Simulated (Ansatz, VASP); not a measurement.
BN in VASP and in Ansatz

```
B N
1.0
     0.00000    1.81300    1.81300
     1.81300    0.00000    1.81300
     1.81300    1.81300    0.00000
B N
1 1
Cartesian
  0.0000 0.0000 0.0000
  2.7628 2.6762 2.6762
```

Change from the starting cell: all N atoms moved +0.075 Å, as atom 2 towards its neighbour atom 1 (B) at 1.570 Å.

Alike in both runs: task single point; functional PBE; k mesh 12 × 12 × 12; occupations gaussian, width 0.05 eV; no spin polarisation.

|  | VASP | Ansatz |
| --- | --- | --- |
| version | VASP 6.6.1 | Ansatz 0.2.0 |
| potentials or method | VASP PAW PBE potentials, release 64 (B, N) | scalar-relativistic, plane waves, PAW |
| plane-wave cutoff (eV) | 520 | 420 |
| valence electrons in the cell | 8 | 8 |

VASP gave:

| Property | Result |
| --- | --- |
| gap on the k mesh at the Fermi level (eV) | 4.02 |
| least direct gap on the mesh (eV) | 8.08 |
| pressure (GPa) | 1.6 |
| largest component of the traceless stress (GPa) | 2.08 |
| rms of the force components (eV/Å) | 1.205 |

**Question.** What did Ansatz give for the same quantities?

**Answer.** gap on the k mesh at the Fermi level (eV): 4.03; least direct gap on the mesh (eV): 8.09; pressure (GPa): 1.4; largest component of the traceless stress (GPa): 1.98; rms of the force components (eV/Å): 1.200.

Atom by atom the forces differ by 0.005 eV/Å (rms over components). The functional is the same, so the differences come from potentials, cutoffs and numerics.

Caveats: forces of over 1 eV/Å show positions far from the minimum, so gaps and moduli don't describe the material at rest. A k mesh can miss the band edges.
